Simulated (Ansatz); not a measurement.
Crystal: GaAs.

```xyz
2
Lattice="0.0000 2.8268 2.8268 2.8268 0.0000 2.8268 2.8268 2.8268 0.0000" Properties=species:S:1:pos:R:3 pbc="T T T"
As    4.2403    4.2403    4.2403
Ga    0.0000    0.0000    0.0000
```

Base run:

```yaml
Program: Ansatz 0.2.0
Functional: RPBE
Potentials_or_basis: all-electron LAPW, scalar-relativistic
Cutoff: 316 eV (chosen from the basis error)
Basis_error_allowed: 0.001 eV/atom
k_mesh: 8 × 8 × 8
Occupations: fermi-dirac, width 0.05 eV
Spin: no spin polarisation
```

Its results: band gap on the k mesh 0.65 eV, direct; pressure 5.2 GPa.

Q: The run is repeated on the same cell with these changes: functional from RPBE to PBE; occupations from fermi-dirac, width 0.05 eV to gaussian, width 0.025 eV. What comes out?

A: Band gap on the k mesh 0.52 eV, direct; pressure 3.3 GPa.
